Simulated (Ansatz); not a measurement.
Relaxation of Si

Theory: DFT PBE, scalar-relativistic, plane waves, PAW in Ansatz. Settings: 420 eV cutoff, 12×12×6 k-mesh, Gaussian smearing of 0.02 eV, no spin polarisation.

What was changed in Ge: Ge → Si on all its sites, cell and atoms relaxed.

Command:

```bash
ansatz run input.yaml --threads 1 --pin off --max-ram 2560MiB --backend cpu --events-out ev --progress --plain --runs-dir out
```

Input:

```yaml
crystal:
  lattice:
    - [3.8553653379, 0.0, 0.0]
    - [-1.9276826689, 3.3388443235, 0.0]
    - [0.0, 0.0, 6.3580938506]
  atoms:
    - { symbol: Si, position: [0.6666666667, 0.3333333333, 0.0627911807] }
    - { symbol: Si, position: [0.3333333333, 0.6666666667, 0.5627911807] }
    - { symbol: Si, position: [0.6666666667, 0.3333333333, 0.4372088193] }
    - { symbol: Si, position: [0.3333333333, 0.6666666667, 0.9372088193] }
basis:
  ecutwfc: 420
kpoints:
  mp_grid: { grid: [12, 12, 6] }
hamiltonian:
  xc: pbe
scf:
  occupations: { method: gaussian, width: 0.02 }
output:
  forces: true
  stress: true
  eigenvalues: true
relax:
  adjacent_minimum: "off"
  f_tol: 0.01
  max_steps: 60
  cell: { stress_tol: 0.1 }
```

F is the free energy. Steps run on the plane waves of an earlier cell, but the last one, and at times one on the way, on a freshly chosen basis, so a repeated geometry can differ a little in energy.

Steps:

```tsv
step	F − F(1) (eV)	largest force component (eV/Å)	V (Å³/atom)	P (GPa)
1	0.0000	0.002	20.461	-0.07
2	-0.0001	0.018	20.447	-0.02
3	-0.0002	0.004	20.445	-0.01
4	-0.0002	0.004	20.445	-0.01
```

Relaxed structure:

```cif
data_structure
_symmetry_space_group_name_H-M 'P 1'
_symmetry_Int_Tables_number 1
_cell_length_a 3.8516
_cell_length_b 3.8516
_cell_length_c 6.3657
_cell_angle_alpha 90.000
_cell_angle_beta 90.000
_cell_angle_gamma 120.000
_cell_volume 81.78
loop_
_atom_site_label
_atom_site_type_symbol
_atom_site_fract_x
_atom_site_fract_y
_atom_site_fract_z
_atom_site_occupancy
Si1 Si 0.66667 0.33333 0.06296 1
Si2 Si 0.33333 0.66667 0.56296 1
Si3 Si 0.66667 0.33333 0.43704 1
Si4 Si 0.33333 0.66667 0.93704 1
```

The structure is hexagonal, space group P6_3/mmc (No. 194). The conventional cell has a = 3.852 Å, b = 3.852 Å, c = 6.366 Å, α = 90.00°, β = 90.00°, γ = 120.00°. Around Si (site symmetry 3m) lie 4 Si at 2.36 to 2.38 Å.

The run converged. It took 11 s on 1 thread of Intel(R) Xeon(R) 6975P-C (Granite Rapids), with other jobs on the host, peak memory 0.43 GiB.